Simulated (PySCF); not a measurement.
Molecule: SMILES C(C)(=O)O, C₂H₄O₂.

Atom-mapped SMILES (the numbers label the heavy atoms): `[CH3:1][C:2](=[O:3])[OH:4]`; H(Xn) means a hydrogen on atom n.

Geometry PBE0-D3(BJ)/def2-SVP throughout; GIAO in PySCF 2.14, gas phase, one conformer, non-relativistic; equivalent atoms averaged; basis pcSseg-2.

**Question.** How do the shifts δ (against TMS, H2O at the same level) depend on the functional? (ppm; last column core-seconds on shared hosts with different chips, so compare them loosely; the GGAs took longer than the global hybrids here, which isn't the general rule, and the cause wasn't traced)

**Answer.** 
| functional | kind | C2 | C1 | O3 | O4 | H(O4) | H(C1) | core-s |
| --- | --- | --- | --- | --- | --- | --- | --- | --- |
| HF | Hartree–Fock | 180.6 | 20.6 | 417.2 | 174.9 | 5.98 | 2.00 | 8.1 |
| LDA | LDA | 180.5 | 19.0 | 453.2 | 234.0 | 5.77 | 1.97 | 30 |
| PBE | GGA | 175.7 | 19.2 | 437.4 | 223.7 | 5.61 | 1.97 | 30 |
| BLYP | GGA | 176.7 | 19.4 | 437.0 | 223.0 | 5.59 | 2.00 | 30 |
| BP86 | GGA | 175.4 | 19.6 | 434.1 | 221.6 | 5.59 | 1.97 | 31 |
| OPBE | GGA | 169.5 | 19.4 | 422.7 | 215.1 | 5.68 | 1.94 | 34 |
| KT2 | GGA | 167.8 | 18.2 | 412.8 | 212.6 | 5.42 | 1.94 | 34 |
| KT3 | GGA | 166.3 | 18.6 | 408.4 | 208.9 | 5.49 | 1.96 | 30 |
| B97-D | GGA | 171.7 | 19.5 | 419.4 | 214.2 | 5.63 | 1.98 | 32 |
| B3LYP | global hybrid | 179.6 | 20.0 | 438.9 | 212.9 | 5.71 | 2.00 | 20 |
| PBE0 | global hybrid | 179.1 | 20.1 | 438.8 | 210.7 | 5.74 | 1.96 | 22 |
| mPW1PW91 | global hybrid | 179.4 | 20.3 | 439.0 | 210.1 | 5.75 | 1.96 | 25 |
| WP04 | global hybrid | 180.7 | 21.9 | 428.8 | 206.3 | 5.98 | 2.01 | 13 |
| B97-2 | global hybrid | 176.0 | 20.1 | 426.4 | 207.1 | 5.72 | 1.97 | 8.5 |
| BHandHLYP | global hybrid | 182.0 | 20.5 | 435.6 | 198.9 | 5.84 | 2.01 | 8.2 |
| CAM-B3LYP | range-separated hybrid | 183.1 | 20.5 | 439.9 | 210.2 | 5.81 | 2.02 | 11 |
| wB97X-D | range-separated hybrid | 180.8 | 21.0 | 436.5 | 207.6 | 5.77 | 1.98 | 10 |
| LC-wPBE | range-separated hybrid | 185.4 | 21.9 | 436.6 | 205.4 | 5.86 | 1.98 | 15 |

**Question.** Which nucleus moves most, in ppm?

**Answer.** O4 (acid hydroxyl oxygen): from 174.9 ppm with HF to 234.0 ppm with LDA. The smallest spread is 0.08 ppm, at H(C1). Proton shifts span only some 12 ppm, so a few tenths of a ppm matter as much there as several ppm in carbon.
